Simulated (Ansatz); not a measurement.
# EuO: the cost of one run

Computed with Ansatz 0.2.0 (DFT PBEsol+U (U_eff = 4 eV on Eu f), plane waves, PAW, no spin–orbit coupling unless a run says so, unless a step's input says otherwise).

**1. The structure to begin with**

It takes space group Fm-3m (No. 225, cubic). The conventional cell has a = 5.144 Å, b = 5.144 Å, c = 5.144 Å, α = 90.00°, β = 90.00°, γ = 90.00°. Eu (site symmetry m-3m) has 6 O at 2.57 Å as nearest neighbours. O (site symmetry m-3m) has 6 Eu at 2.57 Å as nearest neighbours.

Coordinates:

```cif
data_structure
_symmetry_space_group_name_H-M 'P 1'
_symmetry_Int_Tables_number 1
_cell_length_a 3.6373
_cell_length_b 3.6373
_cell_length_c 3.6373
_cell_angle_alpha 60.000
_cell_angle_beta 60.000
_cell_angle_gamma 60.000
_cell_volume 34.03
loop_
_atom_site_label
_atom_site_type_symbol
_atom_site_fract_x
_atom_site_fract_y
_atom_site_fract_z
_atom_site_occupancy
Eu1 Eu 0.50000 0.50000 0.50000 1
O1 O 0.00000 0.00000 0.00000 1
```

Magnetic order typed: ferromagnetic.

An earlier series on this cell reached its lowest free state from «random orbitals: single harmonics, first filling», perhaps among other starts.

**2. From atoms, default search**

The input, input.yaml:

```yaml
crystal:
  lattice:
    - [0.0, 2.57195197, 2.57195197]
    - [2.57195197, 0.0, 2.57195197]
    - [2.57195197, 2.57195197, 0.0]
  atoms:
    - { symbol: Eu, position: [0.5, 0.5, 0.5], spin: 7.0 }
    - { symbol: O, position: [0.0, 0.0, 0.0] }
basis:
  ecutwfc: 420
  ecutrho_ratio: 4
kpoints:
  mp_grid: { grid: [6, 6, 6] }
hamiltonian:
  xc: pbesol
  hubbard: { sites: [{ site: 0, l: f, u_eff: 4.0 }] }
scf:
  occupations: { method: gaussian, width: 0.05 }
output:
  forces: true
  stress: true
  eigenvalues: true
  populations: true
  hubbard: { sites: [{ site: 0, l: f }] }
  write_density: true
  write_potential: true
  elf: true
  volumetric_format: npy
magnetization:
  spin_polarized: true
```

The run is started by

```console
ansatz run input.yaml --threads 2 --pin off --max-ram 3072MiB --backend cpu --events-out ev --progress --plain --runs-dir out
```

Q: Estimate wall time and peak memory on 2 threads of Arm Neoverse N1, shared host.

About 6.9 s, with a peak of 0.36 GiB.
